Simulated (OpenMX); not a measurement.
C:

```
C
1.0
     0.00000    1.78337    1.78337
     1.78337    0.00000    1.78337
     1.78337    1.78337    0.00000
C
2
Direct
  0.75000 0.75000 0.75000
  0.50000 0.50000 0.50000
```

This isn't the form of C at room conditions, which is graphite.

Base run:

| Item | Value |
| --- | --- |
| Program | OpenMX 3.8.5 |
| Functional | PBE |
| Potentials or basis | OpenMX 2013 PBE set, C6.0-s2p2d1, grid cutoff 300 Ry |
| k mesh | 13 × 13 × 13 |
| Occupations | fermi-dirac, width 0.05 eV |
| Spin | no spin polarisation |

Its results: band gap on the k mesh 4.31 eV, indirect (least direct gap 5.69 eV); pressure 1.9 GPa.

Question: After a change of settings the same cell gave: band gap on the k mesh 4.60 eV, indirect (least direct gap 6.04 eV); pressure 9.4 GPa. Which change was it?
A. potentials or basis from OpenMX 2013 PBE set, C6.0-s2p2d1, grid cutoff 300 Ry to OpenMX 2013 PBE set, C6.0-s2p2, grid cutoff 420 Ry; k mesh from 13 × 13 × 13 to 9 × 9 × 9
B. potentials or basis from OpenMX 2013 PBE set, C6.0-s2p2d1, grid cutoff 300 Ry to OpenMX 2013 PBE set, C6.0-s3p2d2, grid cutoff 300 Ry
C. functional from PBE to LDA; potentials or basis from OpenMX 2013 PBE set, C6.0-s2p2d1, grid cutoff 300 Ry to OpenMX 2013 LDA set, C6.0-s2p2d1, grid cutoff 300 Ry

Answer: A.

Caveats: the basis of atomic orbitals isn't converged, which shifts pressures, moduli and gaps; an odd mesh through Γ misses points on the zone boundary, where band edges often lie (some runs).

Not every run made on this cell is shown here.
